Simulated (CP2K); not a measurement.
Sn:

```
Sn
1.0
     4.45495    0.00000    0.00000
    -3.30667    2.98538    0.00000
    -0.57414   -1.49269    4.15799
Sn
2
Direct
  0.00000 0.00000 0.00000
  0.75000 0.25000 0.50000
```

Base run:

```yaml
Program: CP2K 2026.2
Functional: PBEsol
Potentials_or_basis: POTENTIAL_UZH Sn GTH-PBE-q4; TZVP-MOLOPT-PBE-GTH basis
Density_cutoff: 9184 eV
k_mesh: 9 × 9 × 9
Occupations: fermi-dirac, width 0.05 eV
Spin: no spin polarisation
```

Its results: band gap on the k mesh none (metal or under the smearing width); pressure 1.8 GPa.

**Question.** After a change of settings the same cell gave: band gap on the k mesh none (metal or under the smearing width); pressure 3.4 GPa. Which change was it?
A. functional from PBEsol to HLE17
B. functional from PBEsol to rev-vdW-DF2
C. functional from PBEsol to LDA
D. functional from PBEsol to vdW-DF2

**Answer.** B.

Caveats: the potentials were made for another functional, which shifts forces and pressure; spin-orbit coupling is left out, which moves the levels of the heavy elements; the basis of atomic orbitals isn't converged, which shifts pressures, moduli and gaps.

Runs at the PBE level aren't shown here.
